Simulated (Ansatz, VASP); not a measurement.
## Two plane-wave programs on Mg

```
CELL_PARAMETERS angstrom
0.00000 2.13204 2.13204
2.13204 0.00000 2.13204
2.13204 2.13204 0.00000
ATOMIC_POSITIONS crystal
Mg 0.00000 0.00000 0.00000
```

Change from the starting cell: strain -0.050 along x and y, -0.050 along z, atoms carried along.

Alike in both runs: task single point; functional LDA; k mesh 18 × 18 × 18; occupations gaussian, width 0.15 eV; no spin polarisation.

```csv
,VASP,Ansatz
version,VASP 6.6.1,Ansatz 0.2.0
potentials or method,"VASP PAW LDA potentials, release 64 (Mg)","scalar-relativistic, plane waves, PAW"
plane-wave cutoff (eV),520,420
valence electrons in the cell,2,10
```

VASP gave:

* gap on the k mesh at the Fermi level (eV): none
* pressure (GPa): 5.4

Question: What did Ansatz give for the same quantities?

Answer: gap on the k mesh at the Fermi level (eV): none; pressure (GPa): 5.7.

A gap of «none» marks a metal or a gap that the smearing closes. The two sets of potentials don't hold the same shells in valence.
